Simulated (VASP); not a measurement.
## TiAl3: single point with PBE

TiAl3:

```xyz
4
Lattice="-1.8843 1.8843 4.2194 1.8843 -1.8843 4.2194 1.8843 1.8843 -4.2194" Properties=species:S:1:pos:R:3 pbc="T T T"
Ti    0.0000    0.0000    0.0000
Al    0.0000    0.0000    4.2194
Al    0.0000    1.8843    2.1097
Al    1.8843    0.0000    2.1097
```

The cell comes from a database or a generator and needn't be the stable form of this composition.

```
Program                : VASP 6.6.1
Task                   : single point
Functional             : PBE
Potentials or basis    : VASP PAW PBE potentials, release 64 (Ti_sv, Al)
Cutoff                 : 520 eV
k mesh                 : 16 × 16 × 16
Occupations            : gaussian, width 0.1 eV
Spin                   : no spin polarisation
Dipole correction      : no
Further INCAR settings : ALGO = Fast; EDIFF = 1e-06; NBANDS = 18
```

```json
{"Pressure": "7.3 GPa", "Band gap on the k mesh": "none (metal or under the smearing width)"}
```

Stress tensor (GPa, compression positive):
```
7.36 0.00 0.00
0.00 7.36 0.00
0.00 0.00 7.28
```

Levels at points of the mesh, in eV from the Fermi level:
| k point | band 9 | band 10 | band 11 | band 12 | band 13 | band 14 |
| --- | --- | --- | --- | --- | --- | --- |
| (0.00, 0.00, 0.00) | -1.28 | -1.28 | 0.87 | 1.83 | 1.83 | 2.24 |
| (0.50, 0.00, 0.00) | -1.10 | -0.29 | 0.53 | 1.93 | 2.15 | 2.86 |
| (0.50, 0.50, 0.00) | -2.76 | -2.24 | -1.04 | 1.89 | 2.07 | 2.78 |
| (0.50, 0.50, 0.50) | -0.92 | -0.26 | 0.72 | 0.72 | 1.00 | 3.15 |

Run time: 9.5 min on 1 thread of Intel(R) Xeon(R) 6975P-C (Granite Rapids) (shared host), peak memory 0.51 GiB.
